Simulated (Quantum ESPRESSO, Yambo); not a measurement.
# CdS (Hawleyite): G0W0 with Yambo, start to end, part 3 of 3

Wanted: ground state, empty states, screening and self-energy for CdS (Hawleyite).

Quantum ESPRESSO 7.5 and Yambo 5.3.0; PBE and many-body steps on it, plane waves. Known limits of the many-body steps: not at the basis limit; no spin-orbit coupling; coarse k mesh.

So far. Step 3 (Bands along the symmetry lines): The gap is 1.145 eV, as in the run before at this level. Step 4 (Empty states on the mesh, 4×4×4 mesh, 219 bands): On this mesh the gap is 1.145 eV.

## (6) Screening and self-energy, 4×4×4 mesh, 219 bands, screening to 210.9 eV

G0W0 replaces the xc potential by the self-energy, built once from these orbitals. Only a window of levels is corrected, while the sums run over the empty bands that the input names.

This step: G0W0 on PBE, plane waves, norm-conserving pseudopotentials.

The input, gw1.in:

```
HF_and_locXC
gw0
dyson
ppa
em1d
rim_cut
RandQpts= 1000000
RandGvec= 1 RL
EXXRLvcs= 94 Ry
VXCRLvcs= 376 Ry
Chimod= "HARTREE"
% BndsRnXp
 1 | 219 |
%
NGsBlkXp= 15.5 Ry
% LongDrXp
 1 | 1 | 1 |
%
% GbndRnge
 1 | 219 |
%
DysSolver= "n"
ExtendOut
PPAPntXp= 27.21138 eV
% QPkrange
 1 | 8 | 11 | 18 |
%
```

Run with:

```bash
$ OMP_NUM_THREADS=1 mpirun -n 4 yambo -F gw1.in -J gw1 -C gw1 > gw1.log
```

The log of the run:

```text
 Yambo, version 5.3.0

 [02] CORE Variables Setup
 =========================

  [... cell, symmetries and grids as in the set-up ...]

  [02.05] Energies & Occupations
  ==============================

  [X] === General ===
  [X] Electronic Temperature                        :  0.000000  0.000000 [eV K]
  [X] Bosonic    Temperature                        :  0.000000  0.000000 [eV K]
  [X] Finite Temperature mode                       : no
  [X] El. density                                   :  0.52403E+24 [cm-3]
  [X] Fermi Level                                   :  6.982057 [eV]

  [X] === Gaps and Widths ===
  [X] Conduction Band Min                           :  1.144724 [eV]
  [X] Valence Band Max                              :  0.000000 [eV]
  [X] Filled Bands                                  :  13
  [X] Empty Bands                                   :   14  219
  [X] Direct Gap                                    :  1.144724 [eV]
  [X] Direct Gap localized at k                     :  1
  [X] Indirect Gap                                  :  1.144724 [eV]
  [X] Indirect Gap between kpts                     :  1  1
  [X] Last valence band width                       :  2.183510 [eV]
  [X] 1st conduction band width                     :  4.279643 [eV]

 [03] Transferred momenta grid and indexing
 ==========================================

 IBZ Q-points                                      :   8
 BZ  Q-points                                      :   64

 K/Q-points units:
 rlu = crystal or reduced units; cc = cartesian coordinates; iku = interal k-units

 Q [1]          [rlu]:  0.000000  0.000000  0.000000
 Q [2]          [rlu]: -0.40681E-17 -0.40681E-17  0.25000
 Q [3]          [rlu]:  0.81362E-17  0.81362E-17 -0.50000
 Q [4]          [rlu]: -0.62139E-17  0.25000      0.25000
 Q [5]          [rlu]: -0.38278E-17  0.25000      0.50000
 Q [6]          [rlu]:  0.81362E-17  0.25000     -0.25000
 Q [7]          [rlu]:  0.12428E-16 -0.50000     -0.50000
 Q [8]          [rlu]:  0.250000 -0.500000 -0.250000

 [04] Coloumb potential Random Integration (RIM)
 ===============================================

  [04.01] RIM initialization
  ==========================

  * Diagonal components only detected *

  8 x (sBL volume)        :  0.092606 [a.u.]
  sBZ random points       :  1000000
  Points outside the sBZ  :   7987327
  RL volume               :  0.740845 [a.u.]
  Integrated volume       :  0.742020 [a.u.]

  [04.02] RIM integrals
  =====================

  Gamma point sphere radius             :  0.082066 [a.u.]
  Points outside the sphere             :   799513
  [Int_sBZ(q=0) 1/q^2]*(Vol_sBZ)^(-1/3) =:  7.764325
                                 should be <:  7.795600

  Summary of Coulomb integrals for non-metallic bands |Q|[au] RIM/Bare

  Q [1] 0.100000E-4 0.995988 * Q [2] 0.246825 1.065884
  Q [4] 0.285009 1.064810 * Q [6] 0.403064 1.027704
  Q [5] 0.472634 1.020409 * Q [3] 0.493651 1.018308
  Q [7] 0.570019 1.014905 * Q [8] 0.637300 1.011860

 [05] Dipoles
 ============

  [05.01] Setup: observables and procedures
  =========================================

 [06] Dynamic Dielectric Matrix (PPA)
 ====================================

 [WR./gw1//ndb.pp]---------------------------------------------------------------
  Brillouin Zone Q/K grids (IBZ/BZ)                :    8   64    8   64
  RL vectors                                       :   6183 [WF]
  Coulomb cutoff potential                         : none
  Electronic Temperature                           :  0.000000 [K]
  Bosonic    Temperature                           :  0.000000 [K]
  PPA    diel. fun.  energies                      : Perdew, Burke & Ernzerhof(X)+Perdew, Burke & Ernzerhof(C)
  wavefunctions                                    : Perdew, Burke & Ernzerhof(X)+Perdew, Burke & Ernzerhof(C)
  Global Gauge                                     : length
  X matrix size                                    :   387
  X band range                                     :    1  219
  X e/h energy range                               : -1.000000 -1.000000 [eV]
  X Time ordering                                  : R
  X Hxc Kernel                                     : HARTREE
  X Drude frequency                                :  0.000000  0.000000
  X poles                                          :  100.0000 [o/o]
  RL vectors in the sum                            :   6183
  [r,Vnl] included                                 : yes
  Field direction                                  :  0.577350E-5  0.577350E-5  0.577350E-5
  BZ energy Double Grid                            : no
  BZ energy DbGd points                            : 0
  BZ Q point size factor                           : -1.000000
  X Optical Averaged directions                    : none

 [07] Local Exchange-Correlation + Non-Local Fock
 ================================================

 [VXC] Plane waves :   41151
 [EXS] Plane waves :   5161

 QP @ state[ 1 ] K range:   1   8
 QP @ state[ 1 ] b range:  11  18

 [xc] Functional : Perdew, Burke & Ernzerhof(X)+Perdew, Burke & Ernzerhof(C)
 [xc] LIBXC used to calculate xc functional
  PP Number of Atomic Species                      :  2
  NLCC RL compoments                               :   41151
  PP Number of Atomic Species                      :  2
  NLCC RL compoments                               :   41151

 [xc] E_xc :  -17.59455 [Ha]
      E_xc :  -35.18910 [Ry]

  Local XC kind (lXC) : Perdew, Burke & Ernzerhof(X)+Perdew, Burke & Ernzerhof(C)
  Non-Local XC kind (nlXC) : Hartree-Fock

  Corrections @ K [1] :  [eV]
 <11|nlXC|11> = -18.34336 -0.68127E-17 <11|lXC|11> = -15.38909  0.000000
 <12|nlXC|12> = -18.34336 -0.39445E-17 <12|lXC|12> = -15.38909  0.37763E-15
 <13|nlXC|13> = -18.34336 -0.11166E-16 <13|lXC|13> = -15.38909 -0.94408E-16
 <14|nlXC|14> = -6.737015  0.24862E-17 <14|lXC|14> = -10.63635 -0.94408E-16
 <15|nlXC|15> = -5.838189 -0.18344E-17 <15|lXC|15> = -10.64223 -0.94408E-16
 <16|nlXC|16> = -5.837795 -0.36373E-17 <16|lXC|16> = -10.64223  0.000000
 <17|nlXC|17> = -5.838169  0.56427E-18 <17|lXC|17> = -10.64223  0.000000
 <18|nlXC|18> = -6.072423  0.45695E-18 <18|lXC|18> = -11.79645  0.94408E-16

  Corrections @ K [2] :  [eV]
 <11|nlXC|11> = -17.37375 -0.65955E-17 <11|lXC|11> = -13.88816  0.000000
 <12|nlXC|12> = -17.92717 -0.64140E-17 <12|lXC|12> = -14.86736 -0.18882E-15
[...]
Corrections @ K [3] :  [eV]
[...]
Corrections @ K [4] :  [eV]
[...]
Corrections @ K [5] :  [eV]
[...]
[... 2 further k-points ...]
  Corrections @ K [8] :  [eV]
[...]
<14|nlXC|14> = -7.942450 -0.72853E-18 <14|lXC|14> = -13.18907  0.000000
 <15|nlXC|15> = -6.183016 -0.12231E-17 <15|lXC|15> = -10.21302 -0.94408E-16
 <16|nlXC|16> = -4.973984  0.51044E-18 <16|lXC|16> = -9.945321  0.47204E-16
 <17|nlXC|17> = -5.002787 -0.25235E-18 <17|lXC|17> = -9.439309  0.59005E-16
 <18|nlXC|18> = -5.451713  0.90798E-18 <18|lXC|18> = -11.65987 -0.23602E-15

  [07.01] Hartree-Fock occupations report
  =======================================

  [Hartree-Fock] === General ===
  [Hartree-Fock] Electronic Temperature             :  0.000000  0.000000 [eV K]
  [Hartree-Fock] Bosonic    Temperature             :  0.000000  0.000000 [eV K]
  [Hartree-Fock] Finite Temperature mode            : no
  [Hartree-Fock] El. density                        :  0.52403E+24 [cm-3]
  [Hartree-Fock] Fermi Level                        :  6.982057 [eV]

  [Hartree-Fock] === Gaps and Widths ===
  [Hartree-Fock] Conduction Band Min                :  5.044058 [eV]
  [Hartree-Fock] Valence Band Max                   : -2.954271 [eV]
  [Hartree-Fock] Filled Bands                       :  13
  [Hartree-Fock] Empty Bands                        :   14  219
  [Hartree-Fock] Direct Gap                         :  7.998330 [eV]
  [Hartree-Fock] Direct Gap localized at k          :  1
  [Hartree-Fock] Indirect Gap                       :  7.998330 [eV]
  [Hartree-Fock] Indirect Gap between kpts          :  1  1
  [Hartree-Fock] Last valence band width            :  2.932921 [eV]
  [Hartree-Fock] 1st conduction band width          :  5.626925 [eV]

 [08] Dyson equation: Newton solver
 ==================================

  [08.01] G0W0 (W PPA)
  ====================

  [  GW  ] Bands range     :    1  219
  [GW/PPA] G damping       :  0.100000 [eV]

  QP @ state[ 1 ] K range:   1   8
  QP @ state[ 1 ] b range:  11  18

   Sc/G bands                                       :    1  219
   Sc/G damping                                     :  0.100000 ev
   Sc bands terminator                              : no
   Sx RL components                                 :   5161

   QP @ state[ 1 ] K range                          :   1   8
   QP @ state[ 1 ] b range                          :  11  18
   GF energies kind                                 : Perdew, Burke & Ernzerhof(X)+Perdew, Burke & Ernzerhof(C)
   GF WF`s kind                                     : Perdew, Burke & Ernzerhof(X)+Perdew, Burke & Ernzerhof(C)
   Xs energies kind                                 : Perdew, Burke & Ernzerhof(X)+Perdew, Burke & Ernzerhof(C)
   Xs WF`s kind                                     : Perdew, Burke & Ernzerhof(X)+Perdew, Burke & Ernzerhof(C)

 [11] Game Over & Game summary
```

The job ended after 24 min (4 MPI ranks of Arm Neoverse V1, shared host; peak memory 2 GiB; 1.6 h of CPU time).

This step gave:

| Property | Result |
| --- | --- |
| G0W0 gap on the mesh | 2.182 eV |
| starting gap on the mesh | 1.145 eV |
| k of the valence top | 0, 0, 0 |
| k of the conduction bottom | 0, 0, 0 |
| least direct G0W0 gap on the computed points | 2.182 eV |
| Z at the valence top | 0.7856 |
| Z at the conduction bottom | 0.8153 |

The gap on the mesh goes from 1.14 eV to 2.18 eV, a correction of +1.04 eV.

Limits: finite bands, cutoff and mesh; no spin-orbit coupling; coarse k mesh. v1 is the top filled band, c1 the lowest empty one. The levels before and after the correction (eV, zero at the valence-band top of each column):

```csv
,conduction bottom,valence top
Kohn-Sham,1.14,0.00
G0W0,2.18,0.00
```

```csv
,level,energy (eV)
Kohn-Sham,Γ v3-v1,0.000
Kohn-Sham,Γ c1,1.145
Kohn-Sham,Γ c2-c4,6.531
G0W0,Γ v3-v1,0.000
G0W0,Γ c1,2.182
G0W0,Γ c2-c4,7.827
```

## (7) Where the time went

Times are wall times on the hardware named with each run, good to a factor of about two.

```csv
step,time,share,memory (GiB)
ground state,9.2 s,1 %,0.29
bands along the symmetry lines,7.9 s,1 %,0.25
empty states on the mesh,27 s,2 %,0.59
conversion and set-up,3 s,0 %,0.25
screening and self-energy,24 min,97 %,2.0
```

## (8) Summary of results

```yaml
pbe_gap: 1.14 eV, direct
g0w0_gap_on_the_mesh: 2.18 eV
gw_settings: 4×4×4 mesh, 219 bands, screening to 210.9 eV, Godby-Needs plasmon pole
known_limits: not at the basis limit; no spin-orbit coupling; coarse k mesh
```

G0W0 moves the gap on the mesh from 1.14 eV to 2.18 eV (+1.04 eV), with Z of 0.79 and 0.82 at the edges. The dearest step here is «screening and self-energy». Against experiment, by G0W0@PBE: the gap of 2.18 eV lies −0.24 eV from the measured 2.42 eV (optical, 1995). An exciton line or allowed optical edge lies below the quasiparticle gap by the binding energy; a forbidden edge can push the onset above it. The calculation has static nuclei and no excitons; a measured gap holds zero-point and thermal motion, which mostly lowers it. Bands and cutoff are finite, so the gap is not at the basis limit. The miss can reach some tenths of an eV and take either sign; the mesh is an error of its own. The 4×4×4 mesh is coarse for this cell, which bears on the long-range parts of exchange and screening. The many-body steps are scalar-relativistic: spin-orbit coupling is not in them.

[Paths, hosts, dates, memory and timing lines, banners, echoed tables and standing remarks are left out of the program output.]

[Logs are printed without paths, hosts, clocks, repeated set-up lines and the standing remarks that a program may print on its own settings, such as how far it seeks lower states.]

[Runs of the session that timed out or met a known fault of the program may be left out.]

[Hosts, paths, dates, database ids (printed as entryN), source tags and the programs' standing remarks are cut or masked in the printed files.]
